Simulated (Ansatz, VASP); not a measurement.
**Two plane-wave programs on Pt**

```
Pt
1.0
     2.62435    0.00000    0.00000
     0.00000    2.62435    0.00000
     0.00000    0.00000    2.62435
Pt
1
Direct
  0.00000 0.00000 0.00000
```

Alike in both runs: functional PBE; k mesh 16 × 16 × 16; occupations fermi-dirac, width 0.05 eV; no spin polarisation.

Ansatz relaxed the structure, and its values are those at the end. VASP's run is a single point on that final structure, the one shown.

```csv
,VASP,Ansatz
version,VASP 6.6.1,Ansatz 0.2.0
potentials or method,"VASP PAW PBE potentials, release 64 (Pt)","PAW with Ansatz's default frozen-core files, scalar-relativistic"
plane-wave cutoff (eV),520,420
valence electrons in the cell,10,18
```

```tsv
	VASP	Ansatz	Ansatz less VASP
pressure (GPa)	-0.5	0.0	+0.45
```

With one functional, cell and mesh, what is left measures potentials, basis and numerics. The two sets of potentials don't hold the same shells in valence.

Spin-orbit coupling is left out, which matters for the levels of Pt.
